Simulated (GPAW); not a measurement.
# BAs (Pm-3m) in GPAW: single point with PBE

Aim: the single point of BAs with PBE.

Program: GPAW 26.7.0. These are calculated values, not measurements. Logs are shortened: lines on timing, memory, paths and dates and some standing lists are left out, and cuts for length are marked. The log counts tension as positive stress, the text compression.

**1. Starting point**

It takes space group Pm-3m (No. 221, cubic). The conventional cell has a = 3.236 Å, b = 3.236 Å, c = 3.236 Å, α = 90.00°, β = 90.00°, γ = 90.00°. B (site symmetry m-3m) has 8 As at 2.80 Å as nearest neighbours. Around As (site symmetry m-3m) lie 8 B at 2.80 Å.

The cell was built by a generator and needn't be a form met in nature.

**2. Single point, PBE**

The input, run.py:

```python
from ase.dft.bandgap import bandgap
from ase.io import read, write
from ase.units import GPa
from gpaw import GPAW, PW

atoms = read('BAs.xyz')

calc = GPAW(mode=PW(650),
            xc='PBE',
            kpts={'size': (7, 7, 7), 'gamma': True},
            occupations={'name': 'fermi-dirac', 'width': 0.05},
            nbands=11,
            maxiter=120,
            txt='gpaw.txt')
atoms.calc = calc
energy = atoms.get_potential_energy()
forces = atoms.get_forces()
stress = atoms.get_stress()
calc.write('gs.gpw')
write('result.traj', atoms)
print(f'Energy: {energy:.6f} eV')
print('Forces (eV/A):')
print(forces.round(4))
print('Stress (GPa):', (stress / GPa).round(3))
print('Fermi level:', round(calc.get_fermi_level(), 4), 'eV')
print(f'Gap: {bandgap(calc)[0]:.4f} eV, direct: {bandgap(calc, direct=True)[0]:.4f} eV')
```

The input, BAs.xyz:

```xyz
2
Lattice="3.2358670400 0.0000000000 0.0000000000 0.0000000000 3.2358670400 0.0000000000 0.0000000000 0.0000000000 3.2358670400" Properties=species:S:1:pos:R:3 pbc="T T T"
B      0.0000000000      0.0000000000      0.0000000000
As     1.6179335200      1.6179335200      1.6179335200
```

Potentials or basis: GPAW PAW data sets (gpaw-data 1.2.1), pw.

Run with:

```console
> OMP_NUM_THREADS=1 python run.py
```

gpaw.txt:

```text
__  _  _
 | _ |_)|_||  |
 |__||  | ||/\| - 26.7.0

Input parameters:
  mode=PW(ecut=650.0),
  kpts=MonkhorstPack(size=(7, 7, 7), gamma=True),
  maxiter=120,
  nbands=11,
  occupations=Occupations(name='fermi-dirac', width=0.05),
  xc=XC(name='PBE')

Diagonalizing LCAO Hamiltonian
Converting LCAO to pw mode
   .-------.
  /|       |
 * |       |
 | |  As   |
 | .-------.
 |/       /
 B-------*

Atoms  # Å, Bohr magnetons
|   | symbol |        x |        y |        z |    initial magnetic moments |
|---|--------|----------|----------|----------|-----------------------------|
| 0 |      B | 0.000000 | 0.000000 | 0.000000 | ( 0.0000,  0.0000,  0.0000) |
| 1 |     As | 1.617934 | 1.617934 | 1.617934 | ( 0.0000,  0.0000,  0.0000) |

Unit cell  # Å
| periodic |        x |        y |        z |  lengths |    angles |
|----------|----------|----------|----------|----------|-----------|
|      yes | 3.235867 | 0.000000 | 0.000000 | 3.235867 | 90.000000 |
|      yes | 0.000000 | 3.235867 | 0.000000 | 3.235867 | 90.000000 |
|      yes | 0.000000 | 0.000000 | 3.235867 | 3.235867 | 90.000000 |

Number of symmetries: 48
Symmetry operations  # r_c * U_cc + t_c -> r_c
|    | kind |            matrix            |
|----|------|------------------------------|
|  0 |  E   |  1, 0, 0,  0, 1, 0,  0, 0, 1 |
|  1 |  σ   |  1, 0, 0,  0, 1, 0,  0, 0,-1 |
|  2 |  σ   |  1, 0, 0,  0, 0, 1,  0, 1, 0 |
|  3 |  C4  |  1, 0, 0,  0, 0, 1,  0,-1, 0 |
|  4 |  C4  |  1, 0, 0,  0, 0,-1,  0, 1, 0 |
|  5 |  σ   |  1, 0, 0,  0, 0,-1,  0,-1, 0 |
|  6 |  σ   |  1, 0, 0,  0,-1, 0,  0, 0, 1 |
|  7 |  C2  |  1, 0, 0,  0,-1, 0,  0, 0,-1 |
|  8 |  σ   |  0, 1, 0,  1, 0, 0,  0, 0, 1 |
|  9 |  C2  |  0, 1, 0,  1, 0, 0,  0, 0,-1 |
| 10 |  C3  |  0, 1, 0,  0, 0, 1,  1, 0, 0 |
| 11 |  S6  |  0, 1, 0,  0, 0, 1, -1, 0, 0 |
| 12 |  S6  |  0, 1, 0,  0, 0,-1,  1, 0, 0 |
| 13 |  C3  |  0, 1, 0,  0, 0,-1, -1, 0, 0 |
| 14 |  C4  |  0, 1, 0, -1, 0, 0,  0, 0, 1 |
| 15 |  S4  |  0, 1, 0, -1, 0, 0,  0, 0,-1 |
| 16 |  C3  |  0, 0, 1,  1, 0, 0,  0, 1, 0 |
| 17 |  S6  |  0, 0, 1,  1, 0, 0,  0,-1, 0 |
| 18 |  σ   |  0, 0, 1,  0, 1, 0,  1, 0, 0 |
| 19 |  C4  |  0, 0, 1,  0, 1, 0, -1, 0, 0 |
| 20 |  C2  |  0, 0, 1,  0,-1, 0,  1, 0, 0 |
| 21 |  S4  |  0, 0, 1,  0,-1, 0, -1, 0, 0 |
| 22 |  S6  |  0, 0, 1, -1, 0, 0,  0, 1, 0 |
| 23 |  C3  |  0, 0, 1, -1, 0, 0,  0,-1, 0 |
| 24 |  S6  |  0, 0,-1,  1, 0, 0,  0, 1, 0 |
| 25 |  C3  |  0, 0,-1,  1, 0, 0,  0,-1, 0 |
| 26 |  C4  |  0, 0,-1,  0, 1, 0,  1, 0, 0 |
| 27 |  σ   |  0, 0,-1,  0, 1, 0, -1, 0, 0 |
| 28 |  S4  |  0, 0,-1,  0,-1, 0,  1, 0, 0 |
| 29 |  C2  |  0, 0,-1,  0,-1, 0, -1, 0, 0 |
| 30 |  C3  |  0, 0,-1, -1, 0, 0,  0, 1, 0 |
| 31 |  S6  |  0, 0,-1, -1, 0, 0,  0,-1, 0 |
| 32 |  C4  |  0,-1, 0,  1, 0, 0,  0, 0, 1 |
| 33 |  S4  |  0,-1, 0,  1, 0, 0,  0, 0,-1 |
| 34 |  S6  |  0,-1, 0,  0, 0, 1,  1, 0, 0 |
| 35 |  C3  |  0,-1, 0,  0, 0, 1, -1, 0, 0 |
| 36 |  C3  |  0,-1, 0,  0, 0,-1,  1, 0, 0 |
| 37 |  S6  |  0,-1, 0,  0, 0,-1, -1, 0, 0 |
| 38 |  σ   |  0,-1, 0, -1, 0, 0,  0, 0, 1 |
| 39 |  C2  |  0,-1, 0, -1, 0, 0,  0, 0,-1 |
| 40 |  σ   | -1, 0, 0,  0, 1, 0,  0, 0, 1 |
| 41 |  C2  | -1, 0, 0,  0, 1, 0,  0, 0,-1 |
| 42 |  C2  | -1, 0, 0,  0, 0, 1,  0, 1, 0 |
| 43 |  S4  | -1, 0, 0,  0, 0, 1,  0,-1, 0 |
| 44 |  S4  | -1, 0, 0,  0, 0,-1,  0, 1, 0 |
| 45 |  C2  | -1, 0, 0,  0, 0,-1,  0,-1, 0 |
| 46 |  C2  | -1, 0, 0,  0,-1, 0,  0, 0, 1 |
| 47 |  i   | -1, 0, 0,  0,-1, 0,  0, 0,-1 |

BZ-sampling:
  Number of BZ points: 343
  Number of IBZ points: 20

  Monkhorst-Pack size: [7, 7, 7]
  Monkhorst-Pack shift: [0, 0, 0]

K-points  # in reciprocal-cell coordinates
|     |                                coordinates |     weight |
|-----|--------------------------------------------|------------|
|   0 | (  0.00000000,   0.00000000,   0.00000000) | 0.00291545 |
|   1 | (  0.14285714,   0.00000000,   0.00000000) | 0.01749271 |
|   2 | (  0.14285714,   0.14285714,   0.00000000) | 0.03498542 |
|   3 | (  0.14285714,   0.14285714,   0.14285714) | 0.02332362 |
|   4 | (  0.28571429,   0.00000000,   0.00000000) | 0.01749271 |
|   5 | (  0.28571429,   0.14285714,   0.00000000) | 0.06997085 |
|   6 | (  0.28571429,   0.14285714,   0.14285714) | 0.06997085 |
|   7 | (  0.28571429,   0.28571429,   0.00000000) | 0.03498542 |
|   8 | (  0.28571429,   0.28571429,   0.14285714) | 0.06997085 |
|   9 | (  0.28571429,   0.28571429,   0.28571429) | 0.02332362 |
| ... |                                            |            |
|  19 | (  0.42857143,   0.42857143,   0.42857143) | 0.02332362 |

Plane wave coefficients: 1309
Cutoff: 650.0 eV

Spin-components: 1 (collinear spins)
Bands:           11
Projectors:      10
Spin-degeneracy: 2
Datatype:        complex128

Parallelization:
  kpt:    1
  domain: 1
  band:   1

Density:
  Valence electrons: 8.0
  Components: 1
  Grid points: [20 20 20]
  Charge: 0.0  # |e|

Potential:
  Grid points: [20 20 20]

species:
  B:
    name:    Boron
    Z:       5.0
    valence: 3
    core:    2
    charge:  0.0  # [|e|]
    compensation charges:
      type: gauss
      rc: 0.20  # [Å]
      lmax: 2
    cutoffs:
      filter: 1.14  # [Å]
      core: 1.38  # [Å]
    projectors
    | kind |    occ | energy [eV] | rcut [Å] |
    |------|--------|-------------|----------|
    |   2s |  2.000 |      -9.443 |    0.635 |
    |   2p |  1.000 |      -3.606 |    0.635 |
    |    s |        |      17.768 |    0.635 |
    |    p |        |      23.605 |    0.635 |
    |    d |        |       0.000 |    0.635 |

    Using partial waves for B as LCAO basis

  As:
    name:    Arsenic
    Z:       33.0
    valence: 5
    core:    28
    charge:  0.0  # [|e|]
    compensation charges:
      type: gauss
      rc: 0.33  # [Å]
      lmax: 2
    cutoffs:
      filter: 1.87  # [Å]
      core: 2.96  # [Å]
    projectors
    | kind |    occ | energy [eV] | rcut [Å] |
    |------|--------|-------------|----------|
    |   4s |  2.000 |     -14.487 |    1.058 |
    |   4p |  3.000 |      -5.196 |    1.058 |
    |    s |        |      12.725 |    1.058 |
    |    p |        |      22.016 |    1.058 |
    |    d |        |       0.000 |    1.058 |

    Using partial waves for As as LCAO basis

Reference energy: -62172.463167  # eV

eigensolver:
  PPCG
  Converge bands: occupied
  niter=2

density mixing:
  MSR1-Mixer
  Pratt-step length: 0.05
  Maximum mixing coefficient: 0.75
  Old densities: 10
  SVD Regularization: 0.005
  Good broyden scale: 1.0
  Trust region scale: 1.0
  Backstep threshold: 4.0
  History deletion threshold: 6.0
  Fourier metric: weight=20.0, sigma=0.015

occupation numbers:
  Fermi-Dirac:
    width: 0.0500  # eV

poisson solver:
  ecut: 5200.0  # eV

xc functional:
  name: PBE with 2 nearest neighbor stencil

convergence criteria:
- Maximum [total energy] change in last 3 cyles: 0.0005 eV / valence electron
- Maximum integral of absolute [dens]ity change: 0.0001 electrons / valence electron
- Maximum integral of absolute [eigenst]ate change: 4e-08 eV^2 / valence electron
maximum number of iterations: 120

SCF iterations
|iter     | |      energy | eigst |  dens |
|---------|-|-------------|-------|-------|
|iter:   1| |   -7.859180 | -0.57 |       |
|iter:   2| |   -7.842195 | -2.68 | -1.15 |
|iter:   3| |   -7.789999 | -2.82 | -1.21 |
|iter:   4| |   -7.788811 | -3.92 | -1.75 |
|iter:   5| |   -7.788719c| -4.71 | -2.17 |
|iter:   6| |   -7.788734c| -6.58 | -2.96 |
|iter:   7| |   -7.788735c| -7.58c| -3.69 |
|iter:   8| |   -7.788735c| -8.19c| -4.66c|

Converged in 8 steps
Energy contributions relative to reference atoms: (reference = -62172.463167)

Energy contributions:
  Kinetic:          -5.912300
  Coulomb:           3.789385
  Zero:              0.003794
  External:          0.000000
  Xc:               -5.663725
  Entropy:          -0.011777
  Spinorbit:         0.000000
  ----------------------------
  Free energy:      -7.794623
  Extrapolated:     -7.788735

dipole moment: (-5.014387, -5.014387, -5.014387)  # |e|*Ang

Fermi level: 6.069
Eigenvalues  # (at kpt = [0.000, 0.000, 0.000])
| band index |      eig [eV] | occ [0-2] |
|------------|---------------|-----------|
|          0 |        -7.578 |     2.000 |
|          1 |         3.361 |     2.000 |
|          2 |         5.172 |     2.000 |
|          3 |         5.172 |     2.000 |
|          4 |         5.172 |     2.000 |
|          5 |        11.662 |     0.000 |
|          6 |        11.662 |     0.000 |
|          7 |        12.389 |     0.000 |
|          8 |        12.389 |     0.000 |
|          9 |        12.389 |     0.000 |
|         10 |        22.397 |     0.000 |

No gap
No difference between direct/indirect transitions

Forces  # eV/Ang
|       x |        y |       z |
|---------|----------|---------|
| 0.00000 | -0.00000 | 0.00000 |  # B    0
| 0.00000 |  0.00000 | 0.00000 |  # As   1

Stress tensor  # eV/Ang^3
|        x |        y |        z |
|----------|----------|----------|
| 0.102766 | 0.000000 | 0.000000 |
| 0.000000 | 0.102766 | 0.000000 |
| 0.000000 | 0.000000 | 0.102766 |

# Writing to gs.gpw (mode='')
```

Run time: 5.2 s. Hardware: 1 thread of Arm Neoverse V1, shared host; peak memory 0.13 GiB.

Results:

| Item | Value |
| --- | --- |
| Free energy | -7.7946 eV |
| Pressure | -16.5 GPa |
| Band gap on the k mesh | none (metal or under the smearing width) |

Caveat: the cutoff is short for stress and forces, so pressures can be off by a GPa or more; so large a pressure means that the cell lies far from this level's equilibrium, or that cutoff or potentials fall short.
